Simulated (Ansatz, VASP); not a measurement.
## Two plane-wave programs on Si

```
CELL_PARAMETERS angstrom
0.00000 2.71076 2.71076
2.71076 0.00000 2.71076
2.71076 2.71076 0.00000
ATOMIC_POSITIONS crystal
Si 0.75000 0.75000 0.75000
Si 0.50000 0.50000 0.50000
```

Alike in both runs: task relaxation of cell and atoms; functional PBE; dispersion D3(BJ); k mesh 12 × 12 × 12; occupations gaussian, width 0.02 eV; no spin polarisation.

|  | VASP | Ansatz |
| --- | --- | --- |
| version | VASP 6.6.1 | Ansatz 0.2.0 |
| potentials or method | VASP PAW PBE potentials, release 64 (Si) | scalar-relativistic, plane waves, PAW |
| plane-wave cutoff (eV) | 600 | 420 |
| valence electrons in the cell | 8 | 8 |

|  | VASP | Ansatz | Ansatz less VASP |
| --- | --- | --- | --- |
| gap on the k mesh at the Fermi level, each at its own relaxed structure (eV) | 0.56 | 0.56 | -0.001 |
| relaxed volume (Å³/atom) | 19.90 | 19.92 | +0.018 |
| relaxed cell length with the largest relative difference (Å) | 3.832 | 3.834 | +0.0011 |

A k mesh can miss the band edges.
